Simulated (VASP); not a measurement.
A run of VASP 6.6.1 is set up as follows.

POSCAR

```
InPd
1.0
    3.2718847800      0.0000000000      0.0000000000
    0.0000000000      3.2718847800      0.0000000000
    0.0000000000      0.0000000000      3.2718847800
In Pd
1 1
Direct
    0.0000000000      0.0000000000      0.0000000000
    0.5000000000      0.5000000000      0.5000000000
```

Contents of INCAR.step1:

```
PREC     = Accurate       # precision mode
ENCUT    = 520            # plane-wave cutoff, eV
ISMEAR   = 0              # smearing method
SIGMA    = 0.15           # smearing width, eV
LREAL    = F              # projectors in reciprocal space
LASPH    = T              # aspherical terms in the spheres
NELM     = 100            # most SCF steps
NBANDS   = 18             # bands
GGA      = PE             # functional
ALGO     = Normal         # electronic algorithm
EDIFF    = 1E-4           # SCF threshold, eV
LWAVE    = T              # write WAVECAR
LCHARG   = F              # write CHGCAR
```

File INCAR.step2:

```
PREC     = Accurate       # precision mode
ENCUT    = 520            # plane-wave cutoff, eV
EDIFF    = 1E-7           # SCF threshold, eV
ISMEAR   = 0              # smearing method
SIGMA    = 0.15           # smearing width, eV
LREAL    = F              # projectors in reciprocal space
LASPH    = T              # aspherical terms in the spheres
NELM     = 100            # most SCF steps
ALGO     = Normal         # electronic algorithm
ISIF     = 2              # what is computed and relaxed
LWAVE    = F              # write WAVECAR
LCHARG   = T              # write CHGCAR
METAGGA  = R2SCAN         # meta-GGA
LMIXTAU  = T            
LELF     = T              # ELF
LVHAR    = T            
NBANDS   = 18             # bands
ISTART   = 1
```

The input KPOINTS:

```
regular mesh
0
Gamma
  16 16 16
```

Potentials or basis: VASP PAW PBE potentials, release 64 (In_d, Pd).

The run is started by

```sh
$ cat potpaw_PBE.64/In_d/POTCAR potpaw_PBE.64/Pd/POTCAR > POTCAR
$ cp INCAR.step1 INCAR
$ mpirun -np 1 vasp_std > vasp.out
$ cp INCAR.step2 INCAR
$ mpirun -np 1 vasp_std > vasp.out
```

**Question.** Estimate the pressure.

**Answer.** 0.0 GPa.

**Question.** Estimate the band gap on the k mesh.

**Answer.** None (metal or under the smearing width).

Caveat: the PAW data sets were made with another functional, which shifts forces and pressure a little.
